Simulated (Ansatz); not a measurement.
**AgBr under changes of volume**

One of the cells (23.644 Å³/atom); the others are scaled copies at fixed shape and fractional positions:

```
Ag Br
1.0
     0.00000    2.87015    2.87015
     2.87015    0.00000    2.87015
     2.87015    2.87015    0.00000
Ag Br
1 1
Direct
  0.00000 0.00000 0.00000
  0.50000 0.50000 0.50000
```

- Program: Ansatz 0.2.0
- Functional: PBEsol
- Dispersion: D3(BJ)
- Potentials or basis: Ansatz PAW
- Cutoff: 420 eV (not typed: the program's choice for these potentials)
- k mesh: 8 × 8 × 8
- Occupations: fermi-dirac, width 0.05 eV
- Spin: no spin polarisation

```csv
volume (Å³/atom),energy over the lowest point (meV/atom),pressure (GPa),gap on the mesh (eV)
22.225,0.00,-0.9,0.50
22.698,4.45,-2.0,0.50
23.171,11.93,-3.0,0.50
23.644,22.04,-3.8,0.50
24.116,34.43,-4.6,0.51
24.589,48.80,-5.2,0.52
25.062,?,?,?
```

Problem. What does the run at 25.062 Å³/atom give?

Solution. Energy over the lowest point 64.89 meV/atom; pressure -5.7 GPa; gap on the mesh 0.52 eV.

Worked out: A Birch-Murnaghan fit of order 3 (a polynomial in V^(-2/3)) to the other rows has its minimum at 21.87 Å³/atom, just outside them, with B0 = V·E''(V) = 61 GPa and B' = 5.4. It gives 64.89 meV/atom at 25.062 Å³/atom, against the run's 64.89, and -dE/dV = -5.7 GPa, against -5.7. A straight line through the other rows of the gap, of slope 0.182 eV per unit of ln V, extrapolates to 0.52 eV, against the run's 0.52.

Energies are extrapolated to zero smearing.

Caveats: the PAW data sets come from PBE, with cores solved anew for the run's functional, which leaves a small shift of forces and pressure.

A mesh can miss the band edges. Spin-orbit coupling on Ag, Br is left out.
